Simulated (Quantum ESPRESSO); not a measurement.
# Li (P6_3/mmc) in Quantum ESPRESSO: settings compared

The runs below take Li through phonons and electron-phonon coupling, with PBEsol, PBE.

Everything below comes from runs of Quantum ESPRESSO 7.5. Logs are shortened: lines on timing, memory, paths and dates and some standing lists are left out, and cuts for length are marked.

## 1. The crystal as given

It takes space group P6_3/mmc (No. 194, hexagonal). Conventional cell: a = 3.111 Å, b = 3.111 Å, c = 5.093 Å, α = 90.00°, β = 90.00°, γ = 120.00°. Li (site symmetry -6m2) is surrounded by 12 Li at 3.11 to 3.12 Å.

This isn't the form of Li at room conditions, which is bcc.

## 2. Phonons and electron-phonon coupling, PBEsol

The input, pw.in:

```
&CONTROL
  calculation = 'scf'
  prefix = 'pwscf'
  outdir = './tmp'
  pseudo_dir = './pseudo'
  tprnfor = .true.
  tstress = .true.
  disk_io = 'low'
/
&SYSTEM
  ibrav = 0
  celldm(1) = 8
  nat = 2
  ntyp = 1
  ecutwfc = 45
  ecutrho = 360
  nbnd = 8
  occupations = 'smearing'
  smearing = 'mp'
  degauss = 0.01999163
/
&ELECTRONS
  conv_thr = 4d-10
  electron_maxstep = 120
  mixing_beta = 0.5
/
ATOMIC_SPECIES
Li     6.9400 li_pbesol_v1.4.uspp.F.UPF
CELL_PARAMETERS alat
  0.7348672467138   0.0000000000000   0.0000000000000
 -0.3674336233569   0.6364137040696   0.0000000000000
  0.0000000000000   0.0000000000000   1.2030468940899
ATOMIC_POSITIONS crystal
Li     0.6666666667    0.3333333333    0.7500000000
Li     0.3333333333    0.6666666667    0.2500000000
K_POINTS automatic
8 8 4 0 0 0
```

The input, relax.in:

```
&CONTROL
  calculation = 'vc-relax'
  prefix = 'pwscf'
  outdir = './tmp'
  pseudo_dir = './pseudo'
  tprnfor = .true.
  tstress = .true.
  disk_io = 'low'
  nstep = 40
  forc_conv_thr = 0.0001
  etot_conv_thr = 1d-06
/
&SYSTEM
  ibrav = 0
  celldm(1) = 8
  nat = 2
  ntyp = 1
  ecutwfc = 45
  ecutrho = 360
  nbnd = 8
  occupations = 'smearing'
  smearing = 'mp'
  degauss = 0.01999163
/
&ELECTRONS
  conv_thr = 4d-10
  electron_maxstep = 120
  mixing_beta = 0.5
/
&IONS
  ion_dynamics = 'bfgs'
/
&CELL
  cell_dynamics = 'bfgs'
  press = 0
  press_conv_thr = 0.2
/
ATOMIC_SPECIES
Li     6.9400 li_pbesol_v1.4.uspp.F.UPF
CELL_PARAMETERS alat
  0.7348672467175   0.0000000000000   0.0000000000000
 -0.3674336233587   0.6364137040665   0.0000000000000
  0.0000000000000   0.0000000000000   1.2030468940899
ATOMIC_POSITIONS crystal
Li     0.6666666666    0.3333333332    0.7500000000
Li     0.3333333332    0.6666666666    0.2500000000
K_POINTS automatic
8 8 4 0 0 0
```

The input, scf2.in:

```
&CONTROL
  calculation = 'scf'
  prefix = 'pwscf'
  outdir = './tmp'
  pseudo_dir = './pseudo'
  tprnfor = .true.
  tstress = .true.
  disk_io = 'low'
/
&SYSTEM
  ibrav = 0
  celldm(1) = 8
  nat = 2
  ntyp = 1
  ecutwfc = 45
  ecutrho = 360
  nbnd = 8
  occupations = 'smearing'
  smearing = 'mp'
  degauss = 0.01999163
/
&ELECTRONS
  conv_thr = 1d-13
  electron_maxstep = 120
  mixing_beta = 0.5
  startingpot = 'file'
  startingwfc = 'file'
/
ATOMIC_SPECIES
Li     6.9400 li_pbesol_v1.4.uspp.F.UPF
CELL_PARAMETERS alat
  0.7293620702348   0.0000000000068   0.0000000000000
 -0.3646810351233   0.6316460813768   0.0000000000000
  0.0000000000000   0.0000000000000   1.1593743081417
ATOMIC_POSITIONS crystal
Li     0.6666666665    0.3333333331    0.7500000000
Li     0.3333333331    0.6666666665    0.2500000000
K_POINTS automatic
8 8 4 0 0 0
```

The input, dense.in:

```
&CONTROL
  calculation = 'scf'
  prefix = 'pwscf'
  outdir = './tmp'
  pseudo_dir = './pseudo'
  tprnfor = .true.
  tstress = .true.
  disk_io = 'low'
/
&SYSTEM
  ibrav = 0
  celldm(1) = 8
  nat = 2
  ntyp = 1
  ecutwfc = 45
  ecutrho = 360
  nbnd = 8
  occupations = 'smearing'
  smearing = 'mp'
  degauss = 0.01999163
  la2F = .true.
/
&ELECTRONS
  conv_thr = 1d-12
  electron_maxstep = 120
  mixing_beta = 0.5
  startingpot = 'file'
/
ATOMIC_SPECIES
Li     6.9400 li_pbesol_v1.4.uspp.F.UPF
CELL_PARAMETERS alat
  0.7293620702348   0.0000000000068   0.0000000000000
 -0.3646810351233   0.6316460813768   0.0000000000000
  0.0000000000000   0.0000000000000   1.1593743081417
ATOMIC_POSITIONS crystal
Li     0.6666666665    0.3333333331    0.7500000000
Li     0.3333333331    0.6666666665    0.2500000000
K_POINTS automatic
24 24 12 0 0 0
```

The input, scf3.in:

```
&CONTROL
  calculation = 'scf'
  prefix = 'pwscf'
  outdir = './tmp'
  pseudo_dir = './pseudo'
  tprnfor = .true.
  tstress = .true.
  disk_io = 'low'
/
&SYSTEM
  ibrav = 0
  celldm(1) = 8
  nat = 2
  ntyp = 1
  ecutwfc = 45
  ecutrho = 360
  nbnd = 8
  occupations = 'smearing'
  smearing = 'mp'
  degauss = 0.01999163
/
&ELECTRONS
  conv_thr = 1d-12
  electron_maxstep = 120
  mixing_beta = 0.5
  startingpot = 'file'
/
ATOMIC_SPECIES
Li     6.9400 li_pbesol_v1.4.uspp.F.UPF
CELL_PARAMETERS alat
  0.7293620702348   0.0000000000068   0.0000000000000
 -0.3646810351233   0.6316460813768   0.0000000000000
  0.0000000000000   0.0000000000000   1.1593743081417
ATOMIC_POSITIONS crystal
Li     0.6666666665    0.3333333331    0.7500000000
Li     0.3333333331    0.6666666665    0.2500000000
K_POINTS automatic
8 8 4 0 0 0
```

The input, ph.in:

```
phonon_bands of Li
&INPUTPH
  prefix = 'pwscf'
  outdir = './tmp'
  tr2_ph = 1d-18
  fildyn = 'dyn'
  niter_ph = 90
  alpha_mix(1) = 0.4
  ldisp = .true.
  nq1 = 4
  nq2 = 4
  nq3 = 2
  electron_phonon = 'interpolated'
  el_ph_sigma = 0.005
  el_ph_nsigma = 10
  fildvscf = 'dvscf'
/
```

The input, q2r.in:

```
&INPUT
  fildyn = 'dyn'
  zasr = 'crystal'
  flfrc = 'fc'
  la2F = .true.
/
```

The input, matdyn.in:

```
&INPUT
  asr = 'crystal'
  flfrc = 'fc'
  flfrq = 'freq'
  q_in_cryst_coord = .true.
  flvec = ' '
/
80
 0.0000000000  0.0000000000  0.0000000000
 0.0500000000  0.0000000000  0.0000000000
 0.1000000000  0.0000000000  0.0000000000
 0.1500000000  0.0000000000  0.0000000000
 0.2000000000  0.0000000000  0.0000000000
 0.2500000000  0.0000000000  0.0000000000
 0.3000000000  0.0000000000  0.0000000000
 0.3500000000  0.0000000000  0.0000000000
 0.4000000000  0.0000000000  0.0000000000
 0.4500000000  0.0000000000  0.0000000000
 0.5000000000  0.0000000000  0.0000000000
 0.4722222222  0.0555555556  0.0000000000
 0.4444444444  0.1111111111  0.0000000000
 0.4166666667  0.1666666667  0.0000000000
 0.3888888889  0.2222222222  0.0000000000
 0.3611111111  0.2777777778  0.0000000000
 0.3333333333  0.3333333333  0.0000000000
 0.3055555556  0.3055555556  0.0000000000
 0.2777777778  0.2777777778  0.0000000000
 0.2500000000  0.2500000000  0.0000000000
 0.2222222222  0.2222222222  0.0000000000
 0.1944444444  0.1944444444  0.0000000000
 0.1666666667  0.1666666667  0.0000000000
 0.1388888889  0.1388888889  0.0000000000
 0.1111111111  0.1111111111  0.0000000000
 0.0833333333  0.0833333333  0.0000000000
 0.0555555556  0.0555555556  0.0000000000
 0.0277777778  0.0277777778  0.0000000000
 0.0000000000  0.0000000000  0.0000000000
 0.0000000000  0.0000000000  0.1000000000
 0.0000000000  0.0000000000  0.2000000000
 0.0000000000  0.0000000000  0.3000000000
 0.0000000000  0.0000000000  0.4000000000
 0.0000000000  0.0000000000  0.5000000000
 0.0454545455  0.0000000000  0.5000000000
 0.0909090909  0.0000000000  0.5000000000
 0.1363636364  0.0000000000  0.5000000000
 0.1818181818  0.0000000000  0.5000000000
 0.2272727273  0.0000000000  0.5000000000
 0.2727272727  0.0000000000  0.5000000000
 0.3181818182  0.0000000000  0.5000000000
 0.3636363636  0.0000000000  0.5000000000
 0.4090909091  0.0000000000  0.5000000000
 0.4545454545  0.0000000000  0.5000000000
 0.5000000000  0.0000000000  0.5000000000
 0.4722222222  0.0555555556  0.5000000000
 0.4444444444  0.1111111111  0.5000000000
 0.4166666667  0.1666666667  0.5000000000
 0.3888888889  0.2222222222  0.5000000000
 0.3611111111  0.2777777778  0.5000000000
 0.3333333333  0.3333333333  0.5000000000
 0.3095238095  0.3095238095  0.5000000000
 0.2857142857  0.2857142857  0.5000000000
 0.2619047619  0.2619047619  0.5000000000
 0.2380952381  0.2380952381  0.5000000000
 0.2142857143  0.2142857143  0.5000000000
 0.1904761905  0.1904761905  0.5000000000
 0.1666666667  0.1666666667  0.5000000000
 0.1428571429  0.1428571429  0.5000000000
 0.1190476190  0.1190476190  0.5000000000
 0.0952380952  0.0952380952  0.5000000000
 0.0714285714  0.0714285714  0.5000000000
 0.0476190476  0.0476190476  0.5000000000
 0.0238095238  0.0238095238  0.5000000000
 0.0000000000  0.0000000000  0.5000000000
 0.5000000000  0.0000000000  0.5000000000
 0.5000000000  0.0000000000  0.4285714286
 0.5000000000  0.0000000000  0.3571428571
 0.5000000000  0.0000000000  0.2857142857
 0.5000000000  0.0000000000  0.2142857143
 0.5000000000  0.0000000000  0.1428571429
 0.5000000000  0.0000000000  0.0714285714
 0.5000000000  0.0000000000  0.0000000000
 0.3333333333  0.3333333333  0.0000000000
 0.3333333333  0.3333333333  0.0833333333
 0.3333333333  0.3333333333  0.1666666667
 0.3333333333  0.3333333333  0.2500000000
 0.3333333333  0.3333333333  0.3333333333
 0.3333333333  0.3333333333  0.4166666667
 0.3333333333  0.3333333333  0.5000000000
```

The input, matdyn_dos.in:

```
&INPUT
  asr = 'crystal'
  flfrc = 'fc'
  dos = .true.
  fldos = 'phdos'
  nk1 = 12
  nk2 = 12
  nk3 = 8
  deltaE = 1
  flvec = ' '
  flfrq = ' '
/
```

The input, matdyn_a2f.in:

```
&INPUT
  asr = 'crystal'
  flfrc = 'fc'
  la2F = .true.
  dos = .true.
  fldos = 'dos2'
  nk1 = 10
  nk2 = 10
  nk3 = 6
  ndos = 60
  el_ph_nsigma = 10
  flfrq = 'dosfreq2'
  flvec = ' '
/
```

The input, matdyn_mesh.in:

```
&INPUT
  asr = 'crystal'
  flfrc = 'fc'
  flfrq = 'mesh'
  q_in_cryst_coord = .true.
  flvec = ' '
/
600
 0.05000000  0.05000000  0.08333333
 0.05000000  0.05000000  0.25000000
 0.05000000  0.05000000  0.41666667
[... 597 further points of the even 10 x 10 x 6 mesh, shifted by half a step ...]
```

Potentials or basis: GBRV 1.5 PBEsol.

On the command line:

```sh
$ OMP_NUM_THREADS=1 mpirun -n 4 pw.x -nk 4 -in pw.in > pw.out
$ OMP_NUM_THREADS=1 mpirun -n 4 pw.x -nk 4 -in relax.in > relax.out
$ OMP_NUM_THREADS=1 mpirun -n 4 pw.x -nk 4 -in scf2.in > scf2.out
$ OMP_NUM_THREADS=1 mpirun -n 4 pw.x -nk 4 -in dense.in > dense.out
$ OMP_NUM_THREADS=1 mpirun -n 4 pw.x -nk 4 -in scf3.in > scf3.out
$ OMP_NUM_THREADS=1 mpirun -n 4 ph.x -nk 4 -in ph.in > ph.out
$ OMP_NUM_THREADS=1 mpirun -n 1 q2r.x -in q2r.in > q2r.out
$ OMP_NUM_THREADS=1 mpirun -n 1 matdyn.x -in matdyn.in > matdyn.out
$ OMP_NUM_THREADS=1 mpirun -n 1 matdyn.x -in matdyn_dos.in > matdyn_dos.out
$ OMP_NUM_THREADS=1 mpirun -n 1 matdyn.x -in matdyn_a2f.in > matdyn_a2f.out
$ OMP_NUM_THREADS=1 mpirun -n 1 matdyn.x -in matdyn_mesh.in > matdyn_mesh.out
```

pw.out:

```text
This program is part of the open-source Quantum ESPRESSO suite
     for quantum simulation of materials; please cite
[... 6 lines left out ...]
     using ibrav=0 with symmetry is DISCOURAGED, use correct ibrav instead

     K-points division:     npool     =       4
     Subspace diagonalization in iterative solution of the eigenvalue problem:
     a serial algorithm will be used

     G-vector sticks info
     --------------------
     sticks:   dense  smooth     PW     G-vecs:    dense   smooth      PW
     Sum         847     433    127                33245    11777    1985

     Using Slab Decomposition

     bravais-lattice index     =            0
     lattice parameter (alat)  =       8.0000  a.u.
     unit-cell volume          =     288.0719 (a.u.)^3
     number of atoms/cell      =            2
     number of atomic types    =            1
     number of electrons       =         6.00
     number of Kohn-Sham states=            8
     kinetic-energy cutoff     =      45.0000  Ry
     charge density cutoff     =     360.0000  Ry
     scf convergence threshold =      4.0E-10
     mixing beta               =       0.5000
     number of iterations used =            8  plain     mixing
     Exchange-correlation= SLA  PW   PSX  PSC
                           (   1   4  10   8   0   0   0)

     celldm(1)=   8.000000  celldm(2)=   0.000000  celldm(3)=   0.000000
     celldm(4)=   0.000000  celldm(5)=   0.000000  celldm(6)=   0.000000

     crystal axes: (cart. coord. in units of alat)
               a(1) = (   0.734867   0.000000   0.000000 )
               a(2) = (  -0.367434   0.636414   0.000000 )
               a(3) = (   0.000000   0.000000   1.203047 )

     reciprocal axes: (cart. coord. in units 2 pi/alat)
               b(1) = (  1.360790  0.785652 -0.000000 )
               b(2) = (  0.000000  1.571305  0.000000 )
               b(3) = (  0.000000 -0.000000  0.831223 )

     PseudoPot. # 1 for Li read from file:
     li_pbesol_v1.4.uspp.F.UPF
     Pseudo is Ultrasoft, Zval =  3.0
     Generated by new atomic code, or converted to UPF format
     Using radial grid of  751 points,  5 beta functions with:
                l(1) =   0
                l(2) =   0
                l(3) =   0
                l(4) =   1
                l(5) =   1
     Q(r) pseudized with 10 coefficients,  rinner =    1.150   1.150   1.150

     atomic species   valence    mass     pseudopotential
     Li                3.00     6.94000     Li( 1.00)

     24 Sym. Ops., with inversion, found (12 have fractional translation)

   Cartesian axes

     site n.     atom                  positions (alat units)
         1        Li     tau(   1) = (   0.3674336   0.2121379   0.9022852  )
         2        Li     tau(   2) = (  -0.0000000   0.4242758   0.3007617  )

     number of k points=    30  Methfessel-Paxton smearing, width (Ry)=  0.0200
                       cart. coord. in units 2pi/alat
        k(    1) = (   0.0000000   0.0000000   0.0000000), wk =   0.0078125
        k(    2) = (   0.0000000   0.0000000   0.2078057), wk =   0.0156250
        k(    3) = (   0.0000000   0.0000000  -0.4156114), wk =   0.0078125
        k(    4) = (   0.0000000   0.1964131   0.0000000), wk =   0.0468750
        k(    5) = (   0.0000000   0.1964131   0.2078057), wk =   0.0937500
        k(    6) = (   0.0000000   0.1964131  -0.4156114), wk =   0.0468750
[... 22 lines left out ...]
        k(   29) = (   0.3401975   0.7856525   0.2078057), wk =   0.0937500
        k(   30) = (   0.3401975   0.7856525  -0.4156114), wk =   0.0468750

     Dense  grid:    33245 G-vectors     FFT dimensions: (  36,  36,  60)

     Smooth grid:    11777 G-vectors     FFT dimensions: (  25,  25,  48)

     Initial potential from superposition of free atoms

     starting charge       5.0984, renormalised to       6.0000
     Starting wfcs are   10 randomized atomic wfcs

     Self-consistent Calculation

     iteration #  1     ecut=    45.00 Ry     beta= 0.50
     Davidson diagonalization with overlap
     ethr =  1.00E-02,  avg # of iterations =  3.7

     total energy              =     -28.76878642 Ry
     estimated scf accuracy    <       0.32764029 Ry
[... 12 lines left out ...]
     total energy              =     -28.73820468 Ry
     estimated scf accuracy    <       0.00012721 Ry

     iteration #  4     ecut=    45.00 Ry     beta= 0.50
     Davidson diagonalization with overlap
     c_bands:  1 eigenvalues not converged
     ethr =  2.12E-06,  avg # of iterations =  8.0

     total energy              =     -28.73960652 Ry
     estimated scf accuracy    <       0.00006524 Ry

     iteration #  5     ecut=    45.00 Ry     beta= 0.50
     Davidson diagonalization with overlap
     ethr =  1.09E-06,  avg # of iterations =  2.1
[... 18 lines left out ...]
     iteration #  8     ecut=    45.00 Ry     beta= 0.50
     Davidson diagonalization with overlap
     ethr =  4.62E-10,  avg # of iterations =  2.0

     End of self-consistent calculation

          k = 0.0000 0.0000 0.0000 (  1473 PWs)   bands (ev):

   -45.2603 -45.2450  -2.7124   0.7783   3.5174  12.8741  12.8742  14.2267

          k = 0.0000 0.0000 0.2078 (  1467 PWs)   bands (ev):
[... 39 lines left out ...]
          k = 0.0000 0.5892-0.4156 (  1470 PWs)   bands (ev):

   -45.2439 -45.2439   0.5337   0.5337   5.5702   5.5702  10.6054  10.6054

          k = 0.0000-0.7857 0.0000 (  1464 PWs)   bands (ev):

   -45.2448 -45.2399   0.7188   1.7684   5.3247   6.4455   6.7678   8.3531

          k = 0.0000-0.7857 0.2078 (  1476 PWs)   bands (ev):

   -45.2441 -45.2406   0.9449   1.7537   4.6712   4.7586   9.1504   9.3138

          k = 0.0000-0.7857-0.4156 (  1472 PWs)   bands (ev):

   -45.2424 -45.2424   1.4645   1.4645   4.1196   4.1196  10.3080  10.3081

          k = 0.1701 0.2946 0.0000 (  1473 PWs)   bands (ev):

   -45.2547 -45.2425  -1.9787   1.7291   3.7922   8.8600   9.6239  13.1797
[... 53 lines left out ...]
          k = 0.3402 0.7857-0.4156 (  1454 PWs)   bands (ev):

   -45.2413 -45.2413   2.3896   2.3896   3.8979   3.8979   7.0585   7.0585

     the Fermi energy is     0.6703 ev

!    total energy              =     -28.73960124 Ry
     estimated scf accuracy    <          2.3E-10 Ry
     smearing contrib. (-TS)   =      -0.00065714 Ry
     internal energy E=F+TS    =     -28.73894409 Ry

     The total energy is F=E-TS. E is the sum of the following terms:
     one-electron contribution =     -19.64957473 Ry
     hartree contribution      =       7.36507764 Ry
     xc contribution           =      -6.53688991 Ry
     ewald contribution        =      -9.91755710 Ry

     convergence has been achieved in   8 iterations

     Forces acting on atoms (cartesian axes, Ry/au):

     atom    1 type  1   force =     0.00000000   -0.00000000    0.00000000
     atom    2 type  1   force =     0.00000000    0.00000000    0.00000000

     Total force =     0.000000     Total SCF correction =     0.000000

     Computing stress (Cartesian axis) and pressure

          total   stress  (Ry/bohr**3)                   (kbar)     P=       -6.32
  -0.00003340  -0.00000000   0.00000000           -4.91       -0.00        0.00
  -0.00000000  -0.00003340   0.00000000           -0.00       -4.91        0.00
   0.00000000   0.00000000  -0.00006217            0.00        0.00       -9.15

=------------------------------------------------------------------------------=
   JOB DONE.
=------------------------------------------------------------------------------=
```

Wall time 5.2 min (4 MPI ranks of Arm Neoverse V1, shared host); peak memory 0.44 GiB.

Results:

```yaml
Free_energy: -391.0276 eV
Relaxed_volume: 20.26 Å³/atom
Relaxed_cell: a = 3.088 Å, b = 3.088 Å, c = 4.908 Å, α = 90.00°, β = 90.00°, γ = 120.00°
Space_group_after_relaxing_to_0.05_Å: P6_3/mmc (No. 194)
Pressure_after_relaxing: 0.0 GPa
Band_gap_on_the_k_mesh: none (metal or under the smearing width)
Highest_phonon_frequency: 329 cm⁻¹
Zero-point_energy: 0.039 eV/atom
```

Step by step:
```tsv
step	energy change (eV)	largest force (eV/Å)	pressure (GPa)	volume (Å³)
1	0.0000	0.0000	-0.63	42.69
2	-0.0006	0.0000	-0.59	42.55
3	-0.0014	0.0000	-0.54	42.35
4	-0.0024	0.0000	-0.45	42.05
5	-0.0037	0.0000	-0.33	41.60
6	-0.0048	0.0000	-0.13	40.96
7	-0.0052	0.0000	0.05	40.41
8	-0.0052	0.0000	0.05	40.41
9	-0.0052	0.0000	0.05	40.42
10	-0.0052	0.0000	0.04	40.42
11	-0.0053	0.0000	0.04	40.43
12	-0.0053	0.0000	0.04	40.44
13	-0.0054	0.0000	0.03	40.46
14	-0.0054	0.0000	0.02	40.49
15	-0.0055	0.0000	0.00	40.52
16	-0.0055	0.0000	0.00	40.52
```

Final structure:
```cif
data_structure
_symmetry_space_group_name_H-M 'P 1'
_symmetry_Int_Tables_number 1
_cell_length_a 3.0877
_cell_length_b 3.0877
_cell_length_c 4.9081
_cell_angle_alpha 90.000
_cell_angle_beta 90.000
_cell_angle_gamma 120.000
_cell_volume 40.52
loop_
_atom_site_label
_atom_site_type_symbol
_atom_site_fract_x
_atom_site_fract_y
_atom_site_fract_z
_atom_site_occupancy
Li1 Li 0.66667 0.33333 0.75000 1
Li2 Li 0.33333 0.66667 0.25000 1
```

Phonon frequencies in cm⁻¹ (negative: imaginary):
```csv
q point,frequencies
"(0.000, 0.000, 0.000)",0 0 0 121 121 329
"(0.350, 0.000, 0.000)",96 146 220 240 298 300
"(0.389, 0.222, 0.000)",212 222 269 283 286 289
"(0.194, 0.194, 0.000)",144 157 190 244 286 297
"(0.000, 0.000, 0.000)",0 0 0 121 121 329
"(0.091, 0.000, 0.500)",87 87 117 117 219 219
"(0.409, 0.000, 0.500)",171 171 175 175 312 312
"(0.361, 0.278, 0.500)",137 137 269 269 328 328
"(0.190, 0.190, 0.500)",145 145 217 217 280 280
"(0.024, 0.024, 0.500)",80 80 88 88 218 218
"(0.500, 0.000, 0.143)",118 175 236 268 307 316
"(0.333, 0.333, 0.333)",162 162 265 279 322 322
```

Phonon frequencies at the corners of the path (cm⁻¹, interpolated; i marks imaginary ones):
| point | frequencies |
| --- | --- |
| Γ | 0 0 0 121 121 329 |
| M | 112 183 242 295 303 304 |
| K | 256 256 256 271 271 285 |
| A | 79 79 79 79 218 218 |
| L | 170 170 178 178 321 321 |
| H | 136 136 272 272 329 329 |

Phonon states per cell in windows of 20 cm⁻¹ (negative: imaginary):
```tsv
from (cm⁻¹)	total
-20	0.00
0	0.01
20	0.03
40	0.06
60	0.11
80	0.17
100	0.28
120	0.53
140	0.53
160	0.46
180	0.46
200	0.47
220	0.52
240	0.50
260	0.45
280	0.51
300	0.71
320	0.20
```

Harmonic thermodynamics per atom at this volume (zero-point energy 39.4 meV, Debye temperature from the second moment 416 K):
```
 T (K)  free energy (meV)  entropy (k_B)  heat capacity Cv (k_B)
    50               39.1           0.21                    0.49
   100               36.9           0.87                    1.51
   200               23.0           2.28                    2.45
298.15               -0.8           3.32                    2.73
   500              -72.2           4.78                    2.90
   800             -214.9           6.16                    2.96
```

Caveat: the mesh is thin for the phonons of a metal; some modes are imaginary; before the sum rule the acoustic modes lie tens of cm⁻¹ from zero, a sign that the density grid also shifts the optical modes; λ from interpolated matrix elements is rough: modes that symmetry makes equal can differ by tens of percent.

(Continued in part 2 of 2.)
